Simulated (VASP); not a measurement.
# Settings for Sb: self-consistent run

Sb, P-1 (no. 2), 2 atoms in the cell. PBE; PAW potentials Sb (PBE set). VASP 6.6.1. The atoms are moved at random off their ideal places.

Wanted: energy within 1 meV/atom; forces within 0.005 eV/Å; pressure within 0.1 GPa.

POSCAR:
```
Sb
1.0
    2.1542000000      1.2437279499      3.7580000000
   -2.1542000000      1.2437279499      3.7580000000
    0.0000000000     -2.4874558998      3.7580000000
Sb
2
Direct
    0.7656170000      0.7680680000      0.7644560000
    0.2326540000      0.2300130000      0.2409250000
```

## One numerical tag moved

| One numerical tag moved | Energy less reference (meV/atom) | Forces, largest deviation (eV/Å) | Pressure (GPa) | SCF iterations | Time (s) |
|---|---|---|---|---|---|
| default | 0.0 | 0.0000 | 2.57 | 12 | 39 |
| WEIMIN = 0.0 | 0.0 | 0.0000 | 2.57 | 12 | 50 |
| NDAV = 8 | 0.0 | 0.0000 | 2.57 | 12 | 50 |
| NBLK = 64 | 0.0 | 0.0000 | 2.57 | 12 | 51 |
| EBREAK = 1e-10 | 0.0 | 0.0000 | 2.57 | 12 | 53 |
| DEPER = 0.6 | 0.0 | 0.0000 | 2.57 | 12 | 52 |
| LMAXPAW = -1 | -0.4 | 0.0047 | 2.50 | 12 | 52 |
| LMAXPAW = 0 | 0.5 | 0.0026 | 2.57 | 12 | 55 |
| DEPER = 0.05 | 0.0 | 0.0000 | 2.57 | 11 | 56 |

Chosen: default; no other choice that stays within half of the tolerance saves 30 % of the time.

## The input

INCAR:
```
PREC = Accurate
ENCUT = 520
EDIFF = 1E-7
ISMEAR = 0
SIGMA = 0.02
LREAL = F
LASPH = T
ALGO = Normal
NELM = 100
ISIF = 2
LWAVE = F
LCHARG = F
```

KPOINTS:
```
k-points
0
Gamma
  6 6 6
```

Commands:
```
cat potpaw_PBE.64/Sb/POTCAR > POTCAR
mpirun -np 1 vasp_std > vasp.out
```

The chosen input took VASP 6.6.1 39 s on 1 core (AMD EPYC 9R45 (Zen 5)), a shared host.
